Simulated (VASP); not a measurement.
# Al (Fm-3m) in VASP: settings compared

One crystal, Al, is run at these levels: PBE, HSEsol, PBEsol0; tasks: single point, relaxation of cell and atoms.

Everything below comes from runs of VASP 6.6.1. Logs are shortened: lines on timing, memory, paths and dates and some standing lists are left out, and cuts for length are marked.

## (1) Starting point

The structure is cubic, space group Fm-3m (No. 225). The conventional cell has a = 4.050 Å, b = 4.050 Å, c = 4.050 Å, α = 90.00°, β = 90.00°, γ = 90.00°. Around Al (site symmetry m-3m) lie 12 Al at 2.86 Å.

## (2) Single point, PBE

File INCAR:

```
SYSTEM = Al
  ALGO = Fast
  EDIFF = 1E-7
  ENCUT = 520
  GGA = PE
  ISIF = 2
  ISMEAR = 0
  LASPH = .TRUE.
  LCHARG = .FALSE.
  LREAL = .FALSE.
  LWAVE = .FALSE.
  NELM = 80
  PREC = Accurate
  SIGMA = 0.019000000000000003
```

File KPOINTS:

```
k-points
0
G
  11 11 11
  0 0 0
```

File POSCAR:

```
Al
1.0
    0.0000000000      2.0248050000      2.0248050000
    2.0248050000      0.0000000000      2.0248050000
    2.0248050000      2.0248050000      0.0000000000
Al
1
Direct
    0.0000000000      0.0000000000      0.0000000000
```

Potentials or basis: VASP PAW PBE potentials, release 64 (Al).

Command:

```
cat potpaw_PBE.64/Al/POTCAR > POTCAR
mpirun -np 1 vasp_std > vasp.out
```

OUTCAR:

```text
SYSTEM = Al
   EDIFF = 1E-7
   ENCUT = 520
   GGA = PE
   ISIF = 2
   ISMEAR = 0
   LASPH = .TRUE.
   LREAL = .FALSE.
   NELM = 80
   PREC = Accurate

 ion  position               nearest neighbor table
   1  0.000  0.000  0.000-

  LATTYP: Found a face centered cubic cell.
 ALAT       =     4.0496100000

  Lattice vectors:

 A1 = (   0.0000000000,   2.0248050000,   2.0248050000)
 A2 = (   2.0248050000,   0.0000000000,   2.0248050000)
 A3 = (   2.0248050000,   2.0248050000,   0.0000000000)

Analysis of symmetry for initial positions (statically):
=====================================================================
 Subroutine PRICEL returns:
 Original cell was already a primitive cell.

 Routine SETGRP: Setting up the symmetry group for a
 face centered cubic supercell.

 Subroutine GETGRP returns: Found 48 space group operations
 (whereof 48 operations were pure point group operations)
 out of a pool of 48 trial point group operations.

The static configuration has the point symmetry O_h .

Analysis of symmetry for dynamics (positions and initial velocities):
=====================================================================
 Subroutine PRICEL returns:
 Original cell was already a primitive cell.

 Routine SETGRP: Setting up the symmetry group for a
 face centered cubic supercell.

 Subroutine GETGRP returns: Found 48 space group operations
 (whereof 48 operations were pure point group operations)
 out of a pool of 48 trial point group operations.

The dynamic configuration has the point symmetry O_h .

 Subroutine INISYM returns: Found 48 space group operations
 (whereof 48 operations are pure point group operations),
 and found     1 'primitive' translations

----------------------------------------------------------------------------------------

                                     Primitive cell

  volume of cell :      16.6027

  direct lattice vectors                    reciprocal lattice vectors
     0.000000000  2.024805000  2.024805000    -0.246937359  0.246937359  0.246937359
     2.024805000  0.000000000  2.024805000     0.246937359 -0.246937359  0.246937359
     2.024805000  2.024805000  0.000000000     0.246937359  0.246937359 -0.246937359

  length of vectors
     2.863506692  2.863506692  2.863506692     0.427708053  0.427708053  0.427708053

  position of ions in fractional coordinates (direct lattice)
     0.000000000  0.000000000  0.000000000

  ion indices of the primitive-cell ions
   primitive index   ion index
                 1           1

----------------------------------------------------------------------------------------

 KPOINTS: k-points

Automatic generation of k-mesh.
 Grid dimensions read from file:
 generate k-points for:   11   11   11

 Generating k-lattice:

  Cartesian coordinates                     Fractional coordinates (reciprocal lattice)
    -0.022448851  0.022448851  0.022448851     0.090909091  0.000000000  0.000000000
     0.022448851 -0.022448851  0.022448851     0.000000000  0.090909091  0.000000000
     0.022448851  0.022448851 -0.022448851     0.000000000  0.000000000  0.090909091

  Length of vectors
     0.038882550  0.038882550  0.038882550

  Shift w.r.t. Gamma in fractional coordinates (k-lattice)
     0.000000000  0.000000000  0.000000000

 Subroutine IBZKPT returns following result:
 ===========================================

 Found     56 irreducible k-points:

 Following reciprocal coordinates:
            Coordinates               Weight
  0.000000  0.000000  0.000000      1.000000
  0.090909  0.000000  0.000000      8.000000
  0.181818  0.000000  0.000000      8.000000
  0.272727  0.000000  0.000000      8.000000
  0.363636  0.000000  0.000000      8.000000
  0.454545  0.000000  0.000000      8.000000
[... 16 lines left out ...]
 -0.272727  0.181818  0.000000     24.000000
 -0.181818  0.181818  0.000000     12.000000
 [... further k-points ...]
   k-points           NKPTS =     56   k-points in BZ     NKDIM =     56   number of bands    NBANDS=      5
   number of dos      NEDOS =    301   number of ions     NIONS =      1
   total plane-waves  NPLWV =  13824
   dimension x,y,z NGX =    24 NGY =   24 NGZ =   24
   dimension x,y,z NGXF=    48 NGYF=   48 NGZF=   48
   ions per type =               1
   NGX,Y,Z   is equivalent  to a cutoff of  13.93, 13.93, 13.93 a.u.
   NGXF,Y,Z  is equivalent  to a cutoff of  27.87, 27.87, 27.87 a.u.
 SYSTEM =  Al
   PREC   = accura    normal or accurate (medium, high low for compatibility)
   ISTART =      0    job   : 0-new  1-cont  2-samecut
   ICHARG =      2    charge: 1-file 2-atom 10-const
   ISPIN  =      1    spin polarized calculation?
   LNONCOLLINEAR =      F non collinear calculations
   LSORBIT =      F    spin-orbit coupling
   LASPH  =      T    aspherical Exc in radial PAW
   ENCUT  =  520.0 eV  38.22 Ry    6.18 a.u.   5.32  5.32  5.32*2*pi/ulx,y,z
   NELM   =     80;   NELMIN=  2; NELMDL= -5     # of ELM steps
   EDIFF  = 0.1E-06   stopping-criterion for ELM
   LREAL  =      F    real-space projection
   EDIFFG = 0.1E-05   stopping-criterion for IOM
   NSW    =      0    number of steps for IOM
   IBRION =     -1    ionic relax: 0-MD 1-quasi-New 2-CG
   NFREE  =      0    steps in history (QN), initial steepest desc. (CG)
   ISIF   =      2    stress and relaxation
   ISYM   =      2    0-nonsym 1-usesym 2-fastsym
   POTIM  = 0.5000    time-step for ionic-motion
   TEBEG  =    0.0;   TEEND  =   0.0 temperature during run
   PSTRESS=    0.0 pullay stress
   NELECT =       3.0000    total number of electrons
   NUPDOWN=      -1.0000    fix difference up-down
   EMIN   =  10.00;   EMAX   =-10.00  energy-range for DOS
   EFERMI =   0.00;   METHOD = LEGACY
   ISMEAR =     0;   SIGMA  =   0.02  broadening in eV -4-tet -1-fermi 0-gaus
   EFERMI_NEDOS =   21; number of points for ismear=-14 and -15
   IALGO  =     68    algorithm
   IMIX   =      4    mixing-type and parameters
     AMIX     =   0.40;   BMIX     =  1.00
     AMIX_MAG =   1.60;   BMIX_MAG =  1.00
  volume/ion in A,a.u.               =      16.60       112.04
  Fermi-wavevector in a.u.,A,eV,Ry     =   0.925526  1.748991 11.654733  0.856599
  Thomas-Fermi vector in A             =   2.051390
   LORBIT       =      0    0 simple, 1 ext, 2 COOP (PROOUT), +10 PAW based schemes
   GGA     = PE    functional components
   LHFCALC =     F    Hartree Fock is set to
   AEXX    =    0.0000 exact exchange contribution
   IVDW    =     0    specifies the selected vdW correction
   LEPSILON=     F    determine dielectric tensor
   LRPA    =     F    only Hartree local field effects (RPA)
 non-spin polarized calculation
 RMM-DIIS sequential band-by-band and
 Gauss-broadening in eV      SIGMA  =   0.02
  energy-cutoff  :      520.00
  volume of cell :       16.60
 maximum number of plane-waves:       459
 NGX is ok and might be reduce to    24
   NGX = 11   NGY = 11   NGZ = 11

 number of electron       3.0000000 magnetization

 Free energy of the ion-electron system (eV)
  ---------------------------------------------------
  ext. energy  EPLUGINS =         0.00000000
  ---------------------------------------------------
  free energy    TOTEN  =        -3.75267773 eV

  energy without entropy =       -3.75230266  energy(sigma->0) =       -3.75249019

 E-fermi :   7.9574     XC(G=0): -10.1745

 val. band max:        7.9412210961   @ k =  -0.4545   0.3636   0.0000
 cond. band min:       7.9681187633   @ k =   0.4545   0.1818   0.0909
 fundamental gap:      0.0268976672
 Fermi energy:         7.9574308345

 k-point     1 :       0.0000    0.0000    0.0000
  band No.  band energies     occupation
      1      -3.1565      2.00000
      2      20.5198      0.00000
      3      20.5198      0.00000
      4      20.5198      0.00000
      5      21.9648      0.00000

 k-point     2 :       0.0909    0.0000    0.0000
  band No.  band energies     occupation
      1      -2.9328      2.00000
      2      17.5987      0.00000
      3      19.8715      0.00000
      4      19.8715      0.00000
      5      22.6426      0.00000

 k-point     3 :       0.1818    0.0000    0.0000
  band No.  band energies     occupation
      1      -2.2640      2.00000
      2      13.9563      0.00000
      3      19.1380      0.00000
      4      19.1380      0.00000
      5      22.4111      0.00000

 k-point     4 :       0.2727    0.0000    0.0000
  band No.  band energies     occupation
      1      -1.1561      2.00000
      2      10.5341      0.00000
      3      18.7292      0.00000
      4      18.7292      0.00000
      5      22.2010      0.00000

 k-point     5 :       0.3636    0.0000    0.0000
  band No.  band energies     occupation
      1       0.3808      2.00000
      2       7.4338      2.00000
      3      18.6851      0.00000
      4      18.6851      0.00000
      5      20.8045      0.00000

 k-point     6 :       0.4545    0.0000    0.0000
  band No.  band energies     occupation
      1       2.3324      2.00000
      2       4.6965      2.00000
      3      19.0137      0.00000
      4      19.0137      0.00000
      5      19.7264      0.00000
[... 113 lines left out ...]
 k-point    21 :      -0.4545    0.1818    0.0000
  band No.  band energies     occupation
      1       3.8157      2.00000
      2       4.6337      2.00000
      3      13.1908      0.00000
      4      16.1241      0.00000
      5      17.9319      0.00000

 k-point    22 :      -0.3636    0.1818    0.0000
  band No.  band energies     occupation
      1       2.4036      2.00000
      2       6.2942      2.00000
      3      12.5984      0.00000
      4      16.9584      0.00000
      5      18.8523      0.00000

 k-point    23 :      -0.2727    0.1818    0.0000
  band No.  band energies     occupation
      1       0.5988      2.00000
      2       9.0785      0.00000
      3      12.4609      0.00000
      4      18.1723      0.00000
      5      20.1507      0.00000

 k-point    24 :      -0.1818    0.1818    0.0000
  band No.  band energies     occupation
      1      -0.7887      2.00000
      2      11.7510      0.00000
      3      13.1865      0.00000
      4      19.7504      0.00000
      5      21.7726      0.00000

 [... further k-points ...]

------------------------ aborting loop because EDIFF is reached ----------------------------------------

  FORCE on cell =-STRESS in cart. coord.  units (eV):
  Direction    XX          YY          ZZ          XY          YZ          ZX
  --------------------------------------------------------------------------------------
  -------------------------------------------------------------------------------------
  Total       -0.0554684     -0.0554684     -0.0554684     -0.0000000     -0.0000000      0.0000000
  in kB       -5.3527463     -5.3527463     -5.3527463     -0.0000000     -0.0000000      0.0000000
  external PRESSURE =      -5.3527463 kB  Pullay stress =       0.0000000 kB

 VOLUME and BASIS-vectors are now :
 -----------------------------------------------------------------------------
  energy-cutoff  :      520.00
  volume of cell :       16.60
      direct lattice vectors                 reciprocal lattice vectors
     0.000000000  2.024805000  2.024805000    -0.246937359  0.246937359  0.246937359
     2.024805000  0.000000000  2.024805000     0.246937359 -0.246937359  0.246937359
     2.024805000  2.024805000  0.000000000     0.246937359  0.246937359 -0.246937359

 POSITION                                       TOTAL-FORCE (eV/Angst)
 -----------------------------------------------------------------------------------
      0.00000      0.00000      0.00000         0.000000      0.000000      0.000000
 -----------------------------------------------------------------------------------
    total drift:                               -0.000000      0.000000     -0.000000

  FREE ENERGIE OF THE ION-ELECTRON SYSTEM (eV)
  ---------------------------------------------------
  free  energy   TOTEN  =        -3.7526777252 eV

  energy  without entropy=       -3.7523026567  energy(sigma->0) =       -3.75249019
```

Wall time 3.4 s (1 thread of AMD EPYC 9R45 (Zen 5), shared host); peak memory 0.1 GiB.

What came out:

```yaml
Free_energy: -3.7527 eV
Pressure: -0.5 GPa
Band_gap_on_the_k_mesh: none (metal or under the smearing width)
```

Levels at points of the mesh, in eV from the Fermi level:
```csv
k point,band 1,band 2,band 3,band 4,band 5
"(0.00, 0.00, 0.00)",-11.11,12.56,12.56,12.56,14.01
```

(Part 1 of 3 ends here.)
